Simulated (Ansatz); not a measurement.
**Re under changes of volume**

One of the cells (14.714 Å³/atom); the others are scaled copies at fixed shape and fractional positions:

```
Re
1.0
     2.76080    0.00000    0.00000
    -1.38040    2.39092    0.00000
     0.00000    0.00000    4.45820
Re
2
Direct
  0.66667 0.33333 0.75000
  0.33333 0.66667 0.25000
```

| Property | Result |
| --- | --- |
| Program | Ansatz 0.2.0 |
| Functional | LDA |
| Potentials or basis | Ansatz PAW |
| Cutoff | 420 eV (not typed: the program's choice for these potentials) |
| k mesh | 11 × 11 × 6 |
| Occupations | fermi-dirac, width 0.05 eV |
| Spin | no spin polarisation |

```csv
volume (Å³/atom),energy over the lowest point (meV/atom),pressure (GPa)
13.831,22.03,15.4
14.125,2.81,5.9
14.420,0.00,-2.5
14.714,11.91,-10.1
15.008,?,?
15.303,73.88,-23.0
15.597,121.30,-28.4
```

Question: What does the run at 15.008 Å³/atom give?

Answer: Energy over the lowest point 37.00 meV/atom; pressure -16.9 GPa.

Worked out: A Birch-Murnaghan fit of order 3 (a polynomial in V^(-2/3)) to the other rows has its minimum at 14.32 Å³/atom with B0 = V·E''(V) = 403 GPa and B' = 4.4 at fixed shape and positions, which overstates the stiffness. It gives 36.93 meV/atom at 15.008 Å³/atom, against the run's 37.00, and -dE/dV = -17.0 GPa, against -16.9.

Energies are extrapolated to zero smearing.

Caveats: the PAW data sets come from PBE, with cores solved anew for the run's functional, which leaves a small shift of forces and pressure.
